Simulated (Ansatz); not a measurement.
Cubic perovskite LaAlO₃ (cubic high-temperature phase) was calculated with PBE (PAW; Ansatz, a first-principles code).

Numerical settings: plane-wave cutoff 520 eV, 6×6×6 k mesh, scalar-relativistic PAW data made under PBE.

Cell (relaxed at this level):

```
AlLaO3
1.0
    3.81246     0.00000     0.00000
    0.00000     3.81246     0.00000
    0.00000     0.00000     3.81246
La Al O
1 1 3
Cartesian
  0.00000   0.00000   0.00000
  1.90623   1.90623   1.90623
  1.90623   0.00000   1.90623
  0.00000   1.90623   1.90623
  1.90623   1.90623   0.00000
```

Question: What does this level give for the polycrystal shear modulus (Hill average), Voigt–Reuss–Hill bulk modulus, elastic constant C11, elastic constant C12 and elastic constant C44?

Answer: 
- polycrystal shear modulus (Hill average) = 129 GPa
- Voigt–Reuss–Hill bulk modulus = 192 GPa
- elastic constant C11 = 327 GPa
- elastic constant C12 = 125 GPa
- elastic constant C44 = 151 GPa

Note: the relaxation could not lower the start's symmetry, so the cell can be a saddle point above a distorted one.

Elastic constants are with the ions relaxed.

Spin–orbit coupling is not included.

Computed values are for the static lattice.

Computing time: about 60 core-seconds (a rough figure).
